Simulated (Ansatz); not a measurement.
# Moving the dispersion correction in BaTiO3

The cell as given:

```
CELL_PARAMETERS angstrom
3.99980 0.00000 0.00000
0.00000 3.99980 0.00000
0.00000 0.00000 4.01800
ATOMIC_POSITIONS crystal
Ba 0.00000 0.00000 0.00000
Ti 0.50000 0.50000 0.49000
O 0.00000 0.50000 0.51700
O 0.50000 0.00000 0.51700
O 0.50000 0.50000 0.01900
```

The cell comes from a database or a generator and needn't be the form met in nature.

Kept alike: task relaxation of cell and atoms; functional PBEsol; k mesh 7 × 7 × 7; occupations fermi-dirac, width 0.05 eV; no spin polarisation. Program: Ansatz, Ansatz PAW, cutoff 420 eV. The mesh is that of the run's cell of 5 atoms. No spin-orbit coupling.

```csv
dispersion correction,volume (Å³/atom),first edge of the run's cell (Å),third edge of the run's cell (Å)
D3(BJ),12.328,3.937,3.977
D3(BJ)-ATM,12.367,3.940,3.984
D4,12.491,3.946,4.011
none,12.653,3.956,4.043
```

The relaxations keep at least the cell's symmetry (P4mm). Relaxations stop with a little pressure left, so the last digits of a volume or edge aren't settled. Ansatz's relaxations hold a Pulay term in the stress (up to 0.6 GPa here). All rows use potentials made for PBE.

Question: What does the dispersion correction change here?

Answer: The volume runs from 12.328 (D3(BJ)) to 12.653 Å³/atom (none). Against no correction: D3(BJ) -2.6 %; D3(BJ)-ATM -2.3 %; D4 -1.3 %. Dispersion terms mostly attract and so lower the volume; the schemes' coefficients and damping set how far. The first edge of the run's cell runs from 3.937 (D3(BJ)) to 3.956 Å (none). The third edge of the run's cell runs from 3.977 (D3(BJ)) to 4.043 Å (none).
